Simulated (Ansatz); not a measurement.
A relaxation computed with Ansatz, from input to last step.

```yaml
crystal:
  lattice:
    - [2.9979612208, 0.0, 0.0]
    - [0.0, 2.8199016734, 0.0]
    - [0.0, 0.0, 9.5984033097]
  atoms:
    - { symbol: Li, position: [0.2500007904, 0.25, 0.8796946476] }
    - { symbol: Li, position: [0.2499992096, 0.75, 0.3796946476] }
    - { symbol: Li, position: [0.7500007904, 0.25, 0.6203053524] }
    - { symbol: Li, position: [0.7499992096, 0.75, 0.1203053524] }
basis:
  ecutwfc: 420
kpoints:
  mp_grid: { grid: [14, 14, 6] }
hamiltonian:
  xc: pbesol
scf:
  occupations: { method: gaussian, width: 0.1 }
output:
  forces: true
  stress: true
  eigenvalues: true
relax:
  adjacent_minimum: "off"
  f_tol: 0.01
  max_steps: 60
  cell: { stress_tol: 0.1 }
```

```bash
ansatz run input.yaml --threads 1 --pin off --max-ram 2560MiB --backend cpu --events-out ev --progress --plain --runs-dir out
```

The calculation used Ansatz 0.2.0, DFT PBEsol, scalar-relativistic, plane waves, PAW.

Of 6 frames 5 are shown, positions in Å and forces in eV/Å; the SCF threshold varies from step to step. Steps run on the plane waves of an earlier cell, with a Pulay correction in the pressure. The basis is chosen afresh for the last frame, the zero of the energies, and at times for earlier ones too; energy and pressure can step there, also at an unchanged geometry. Where two frames share a geometry here, they differ by under 2 meV/atom and 0.3 GPa. The mark taken_back stands on steps that the optimiser undid.

```xyz
4
Lattice="2.9980 0.0000 0.0000 0.0000 2.8199 0.0000 0.0000 0.0000 9.5984" Properties=species:S:1:pos:R:3:forces:R:3 pbc="T T T" step=1 free_energy_over_end_meV_per_atom=0.21 pressure_GPa=-0.02
Li    0.7495    0.7050    8.4437    0.0000    0.0000   -0.0003
Li    0.7495    2.1149    3.6445    0.0000    0.0000   -0.0003
Li    2.2485    0.7050    5.9539    0.0000    0.0000    0.0003
Li    2.2485    2.1149    1.1547    0.0000    0.0000    0.0003
4
Lattice="2.9880 0.0000 0.0000 0.0000 2.8187 0.0000 0.0000 0.0000 9.6233" Properties=species:S:1:pos:R:3:forces:R:3 pbc="T T T" step=2 free_energy_over_end_meV_per_atom=0.11 pressure_GPa=-0.01
Li    0.7470    0.7047    8.4652    0.0000    0.0000    0.0001
Li    0.7470    2.1140    3.6535    0.0000    0.0000    0.0001
Li    2.2410    0.7047    5.9698    0.0000    0.0000   -0.0001
Li    2.2410    2.1140    1.1582    0.0000    0.0000   -0.0001
4
Lattice="2.9650 0.0000 0.0000 0.0000 2.8132 0.0000 0.0000 0.0000 9.7056" Properties=species:S:1:pos:R:3:forces:R:3 pbc="T T T" step=3 free_energy_over_end_meV_per_atom=0.01 pressure_GPa=0.01
Li    0.7412    0.7033    8.5397    0.0000    0.0000   -0.0088
Li    0.7412    2.1099    3.6869    0.0000    0.0000   -0.0088
Li    2.2237    0.7033    6.0187    0.0000    0.0000    0.0088
Li    2.2237    2.1099    1.1659    0.0000    0.0000    0.0088
4
Lattice="2.9448 0.0000 0.0000 0.0000 2.8095 0.0000 0.0000 0.0000 9.7828" Properties=species:S:1:pos:R:3:forces:R:3 pbc="T T T" step=4 free_energy_over_end_meV_per_atom=0.72 pressure_GPa=-0.02 taken_back
Li    0.7362    0.7024    8.5821    0.0000    0.0000    0.0590
Li    0.7362    2.1071    3.6907    0.0000    0.0000    0.0590
Li    2.2086    0.7024    6.0921    0.0000    0.0000   -0.0590
Li    2.2086    2.1071    1.2007    0.0000    0.0000   -0.0590
4
Lattice="2.9645 0.0000 0.0000 0.0000 2.8134 0.0000 0.0000 0.0000 9.7092" Properties=species:S:1:pos:R:3:forces:R:3 pbc="T T T" step=6 free_energy_over_end_meV_per_atom=0.00 pressure_GPa=0.00
Li    0.7411    0.7033    8.5397    0.0000    0.0000    0.0001
Li    0.7411    2.1100    3.6851    0.0000    0.0000    0.0001
Li    2.2234    0.7033    6.0241    0.0000    0.0000   -0.0001
Li    2.2234    2.1100    1.1695    0.0000    0.0000   -0.0001
```

It took 67 s on 1 thread of Arm Neoverse V2 (shared host), peak memory 0.48 GiB.